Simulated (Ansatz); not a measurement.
## All-electron card of SiC

```
Si C
1.0
     3.07600    0.00000    0.00000
    -1.53800    2.66389    0.00000
     0.00000    0.00000    5.04800
Si C
2 2
Cartesian
  0.0000 1.7759 0.0000
  1.5380 0.8880 2.5240
  0.0000 1.7759 1.9435
  1.5380 0.8880 4.4675
```

Atom numbers follow the list: Si1, Si2, C3, C4.

The geometry is COD entry 9008875, unchecked; take it as a test cell.

All numbers are computed: DFT, PBEsol, all-electron LAPW, scalar-relativistic (Ansatz 0.2.0); DFT, PBEsol, PAW with Ansatz's default frozen-core files, scalar-relativistic (Ansatz 0.2.0).

For LAPW: a Γ-centred 15×15×8 k mesh, Fermi–Dirac smearing of 0.08 eV, basis error target 1 meV/atom, no spin polarisation. PAW takes a cutoff of 420 eV at this cell (files made with PBE, cores remade for this functional). The Ansatz runs share mesh, smearing and spin set-up. Values come from LAPW unless marked.

```
Smallest direct gap on the path                                                                                        : 3.96 eV
Löwdin charges (with 0.16 e of the cell spilling out of the atomic basis, so their sizes and signs hang on that basis) : Si1 1.06, C3 -0.98 e
Band gap                                                                                                               : 2.17 eV, indirect from Γ to K (0.333, 0.333, 0)
Largest force                                                                                                          : 0.746 eV/Å on C3
Bader charges (from the PAW run)                                                                                       : Si1 +2.76, C3 -2.76 e
Volume per atom                                                                                                        : 10.34 Å³
```

**Question.** Stress xx, yy, zz (compression positive): what does the calculation give?

**Answer.** 1.82, 1.82, -3.01 GPa.

**Question.** Predict this quantity. Pressure at this cell.

**Answer.** 2.1 kbar.
